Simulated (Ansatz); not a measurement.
# InN, response to strain

Take InN in the zinc blende structure (space group F-43m, No. 216) as the base.

```yaml
crystal:
  lattice:
    - [0.00000, 2.52449, 2.52449]
    - [2.52449, 0.00000, 2.52449]
    - [2.52449, 2.52449, 0.00000]
  atoms:
    - { symbol: N, position: [0.75000, 0.75000, 0.75000] }
    - { symbol: In, position: [0.00000, 0.00000, 0.00000] }
```

Cartesian axes are those of the cell as printed.

Strains are applied to the cell and any free atomic positions relax; under biaxial strain the out-of-plane vector relaxes too; under stress the whole cell relaxes.

The values are results of PBE (Ansatz, a program for electronic structure), spin-orbit coupling left out, not measurements.

Notes on the quantities. energy relative to the base: free energy F; pressure: mean of the normal stresses, compression positive.

```csv
case,energy relative to the base,shortest interatomic distance,space group,pressure
base,0 meV/atom,2.186 Å,F-43m (No. 216),0.0 GPa
"biaxial strain −0.74 %, plane normal [001], relaxed out of plane",?,2.182 Å,I-4m2 (No. 119),0.7 GPa
"biaxial strain −3.74 %, plane normal [110], relaxed out of plane",+32 meV/atom,2.147 Å,Imm2 (No. 44),5.7 GPa
"biaxial strain +3.64 %, plane normal [111], relaxed out of plane",?,?,R3m (No. 160),-5.4 GPa
isotropic strain −1.30 %,+9.7 meV/atom,2.158 Å,F-43m (No. 216),5.2 GPa
isotropic strain +4.40 %,+90 meV/atom,2.282 Å,F-43m (No. 216),-11.5 GPa
tensor shear ε_xz = +2.90 %,+13 meV/atom,2.176 Å,Imm2 (No. 44),0.0 GPa
tensor shear ε_xy = −0.77 %,+0.9 meV/atom,2.183 Å,Imm2 (No. 44),0.0 GPa
"uniaxial stress, 3 GPa compression along z",+7.2 meV/atom,2.181 Å,I-4m2 (No. 119),–
"uniaxial stress, 0.5 GPa compression along z",+0.2 meV/atom,2.185 Å,I-4m2 (No. 119),–
```

Q: Complete the table.

A: 
- biaxial strain −0.74 %, plane normal [001], relaxed out of plane, energy relative to the base: +0.7 meV/atom
- biaxial strain +3.64 %, plane normal [111], relaxed out of plane, energy relative to the base: +31 meV/atom
- biaxial strain +3.64 %, plane normal [111], relaxed out of plane, shortest interatomic distance: 2.193 Å

A case with no gap was solved on a k-mesh chosen for an insulator, which is coarse for it. Beyond what the load breaks, stability against distortions was not tested. All final runs are without spin polarisation. This is not the structure that InN has at room temperature and ambient pressure.
